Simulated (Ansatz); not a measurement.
**K: strain energy, fitted**

K, Im-3m, a = 5.283 Å. Ansatz: PBE, PAW, 420 eV, Γ-centred 8×8×8 mesh on 2 atoms, Gaussian smearing 0.10 eV; no spin polarisation. Series: strain along c alone, the other axes held, atoms fixed by symmetry; x is the strain in per cent. y is the free energy over the unstrained cell, V0 = 73.709 Å³/atom.

| x (%) | y (meV/atom) |
| --- | --- |
| -4.5 | 1.80 |
| -3.0 | 0.75 |
| -1.5 | 0.18 |
| 0.0 | 0.00 |
| 1.5 | 0.13 |
| 3.0 | 0.52 |
| 4.5 | ? |

Task: Fit y = c2 x² + c3 x³ to the other rows, turn c2 into a modulus, and predict the missing energy.

Result: Least squares on the rows shown. y = 0.07020 x² − 0.004176 x³. In eV per unit strain² c2 is 0.7020; this is C33 with relaxed ions (E = ½ C33 V0 ε²): 2 × 0.7020 × 160.2 / (73.709) = 3.1 GPa. Energies this small carry numerical noise of a few hundredths of a meV. At x = 4.5 the fit asked for gives 1.04 meV/atom. The run gave 1.15 meV/atom, so the fit is 0.11 meV/atom too low, small in itself but 6 % of the span of the series.